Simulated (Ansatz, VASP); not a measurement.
# C in VASP and in Ansatz

```
C
1.0
     0.64195   -3.52359    0.00000
     0.64195    3.52359    0.00000
     0.00000    0.00000    3.48749
C
1
Direct
  0.00000 0.00000 0.00000
```

Alike in both runs: functional PBE; k mesh 20 × 20 × 6; occupations gaussian, width 0.02 eV; no spin polarisation.

Ansatz relaxed the structure, and its values are those at the end. VASP's run is a single point on that final structure, the one shown.

|  | VASP | Ansatz |
| --- | --- | --- |
| version | VASP 6.6.1 | Ansatz 0.2.0 |
| potentials or method | VASP PAW PBE potentials, release 64 (C) | scalar-relativistic, plane waves, PAW |
| plane-wave cutoff (eV) | 520 | 420 |
| valence electrons in the cell | 4 | 4 |

|  | VASP | Ansatz | Ansatz less VASP |
| --- | --- | --- | --- |
| gap on the k mesh at the Fermi level (eV) | none | none | - |
| pressure (GPa) | -0.2 | 0.0 | +0.13 |

A gap of «none» marks a metal or a gap that the smearing closes.
